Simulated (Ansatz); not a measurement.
A generator proposed this cell of Si3C2.

```
Si C
1.0
     1.36044    0.78545   11.10792
    -1.36044    0.78545   11.10792
     0.00000   -1.57090   11.10792
Si C
3 2
Cartesian
  0.0000 0.0000 9.9971
  0.0000 0.0000 16.6619
  0.0000 0.0000 23.3266
  0.0000 0.0000 29.9914
  0.0000 0.0000 3.3324
```

Method: Ansatz 0.2.0, DFT PBE, scalar-relativistic, plane waves, PAW. Cutoff 420 eV; k points 6×6×6 on the computed 5-atom cell (Γ-centred); Gaussian smearing, width 0.10 eV; no spin polarisation.

The zero of energy is the elements' standard structures at the same level; no fitted shifts are applied.

Question: How far from equilibrium is it?

Answer: The pressure is -15.3 GPa (the mean over three directions, positive in compression), the largest force is 1.68 eV/Å, and the energy is +2.32 eV/atom against the elements. The shortest distance is 2.72 Å.

Question: How much does it gain on relaxing, and where does it end?

Answer: Relaxing gains about 1.8 eV/atom (the start's value is from the coarse mesh, so the gain is rough) in 25 ionic steps and ends at +0.56 eV/atom on the finer mesh. The symmetry stays R-3m (No. 166). The end has the anti-tetradymite type. The volume per atom shrinks by 30.1 %, from 14.2 to 9.9 Å³. The shortest distance goes from 2.72 Å (Si–C, C–C and Si–Si) to 2.02 Å (Si–C). The ratio c/a of the conventional cell changes by a factor of 0.55. Conventional cell: a = 2.953 Å, c = 19.762 Å. Around Si on a site of symmetry 3m lie 3 C at 2.02 Å; Si on a site of symmetry -3m is surrounded by 6 C at 2.11 Å; C is surrounded by 6 Si at 2.02–2.11 Å.

The last run used a 12×12×12 mesh for its 5-atom cell and Gaussian smearing of 0.10 eV. The reference form of C is held partly by dispersion forces, which this level lacks. The relaxation can't lower the symmetry of the start. A later test with randomly moved atoms ended 1 meV/atom lower on a coarse mesh, in C2/m at a loose tolerance, which is no clear verdict on its stability. Another cell of Si3C2 relaxed alike, in P6_3/mmc, lies 59 meV/atom lower, so this cell isn't the stable form at this level.
